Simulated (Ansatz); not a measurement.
# Energy ranking of AlN structures

Level of theory: DFT r2SCAN, scalar-relativistic, plane waves, PAW (Ansatz 0.2.0). Settings: cutoff 500 eV, Γ-centred meshes no coarser than 0.19 Å⁻¹ for metals and 0.3 Å⁻¹ for insulators (2π included), Gaussian smearing.

These are static lattice energies at zero pressure. Larger cells and other orderings weren't all tried, so the list isn't exhaustive. The k mesh leaves about 4 meV/atom of noise in metals. Weakly bound directions are ill-defined at this level, which has no dispersion term (AlN Cmcm). No run is spin-polarised.

| # | started from | space group | atoms | V (Å³/atom) | ΔE (meV/atom) | gap on mesh (eV) |
| --- | --- | --- | --- | --- | --- | --- |
| 1 | database cell | P6_3mc (No. 186) | 4 | 10.4 | 0 | 4.88 |
| 2 | database cell | F-43m (No. 216) | 2 | 10.4 | 24 | 3.94 |
| 3 | database cell | Fm-3m (No. 225) | 2 | 8.2 | 168 | 5.52 |
| 4 | CrB type, changed | Cmcm (No. 63) | 4 | 10.8 | 476 | 3.38 |
| 5 | caesium chloride type | Pm-3m (No. 221) | 2 | 8.6 | 1907 | 0.00 |

The lowest structure: Space group P6_3mc (No. 186), hexagonal, a = 3.107 Å, c = 4.978 Å. Around Al lie 4 N at 1.89–1.90 Å; around N lie 4 Al at 1.89–1.90 Å. Its energy against the elements is -1.631 eV/atom. Formation energies are uncorrected and refer to the lowest elemental structures computed at the same level (N₂ as a molecule).

```cif
data_structure
_symmetry_space_group_name_H-M 'P6_3mc'
_symmetry_Int_Tables_number 186
_cell_length_a 3.1067
_cell_length_b 3.1067
_cell_length_c 4.9785
_cell_angle_alpha 90.000
_cell_angle_beta 90.000
_cell_angle_gamma 120.000
_cell_volume 41.61
loop_
_atom_site_label
_atom_site_type_symbol
_atom_site_symmetry_multiplicity
_atom_site_Wyckoff_symbol
_atom_site_fract_x
_atom_site_fract_y
_atom_site_fract_z
_atom_site_occupancy
Al1 Al 2 b 0.33333 0.66667 0.99920 1
N1 N 2 b 0.33333 0.66667 0.38080 1
```

The second: Space group F-43m (No. 216), cubic, a = 4.370 Å. Al is coordinated by 4 N at 1.89 Å; around N lie 4 Al at 1.89 Å.

**Question.** Which structure would take over first under pressure, if all were incompressible?

**Answer.** Number 3, Fm-3m (No. 225), has the least ΔE/ΔV: 168 meV/atom over 10.40 − 8.23 Å³/atom, about 12 GPa. This crude estimate ignores compression.